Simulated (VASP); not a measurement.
Here is a VASP 6.6.1 calculation.

Contents of INCAR:

```
PREC     = Accurate       # precision mode
ENCUT    = 520            # plane-wave cutoff, eV
EDIFF    = 1E-6           # SCF threshold, eV
ISMEAR   = 0              # smearing method
SIGMA    = 0.1            # smearing width, eV
LREAL    = False          # projectors in reciprocal space
LASPH    = True           # aspherical terms in the spheres
NELM     = 150            # most SCF steps
ALGO     = Normal         # electronic algorithm
ISIF     = 2              # what is computed and relaxed
LWAVE    = False          # write WAVECAR
LCHARG   = False          # write CHGCAR
ISPIN    = 2              # spin polarisation
MAGMOM   = 1              # initial moments
LORBIT   = 11             # projections on sites
LMAXMIX  = 4              # l up to which the mixer works
METAGGA  = R2SCAN         # meta-GGA
LMIXTAU  = True         
NBANDS   = 15             # bands
```

Contents of KPOINTS:

```
Automatic mesh
0
Gamma
  20 20 20
```

Contents of POSCAR:

```
Ni
1.0
   -1.3777400000      1.3777400000      1.3777400000
    1.3777400000     -1.3777400000      1.3777400000
    1.3777400000      1.3777400000     -1.3777400000
Ni
1
Direct
    0.0000000000      0.0000000000      0.0000000000
```

Potentials or basis: VASP PAW PBE potentials, release 64 (Ni).

Run with:

```sh
$ cat potpaw_PBE.64/Ni/POTCAR > POTCAR
$ mpirun -np 1 vasp_std > vasp.out
```

**Question.** Predict the site moments.

**Answer.** Ni +0.62 μB.

**Question.** Estimate the pressure.

**Answer.** 2.7 GPa.

**Question.** Estimate the net moment.

**Answer.** 0.61 μB per cell.

Caveat: the PAW data sets were made with another functional, which shifts forces and pressure a little.
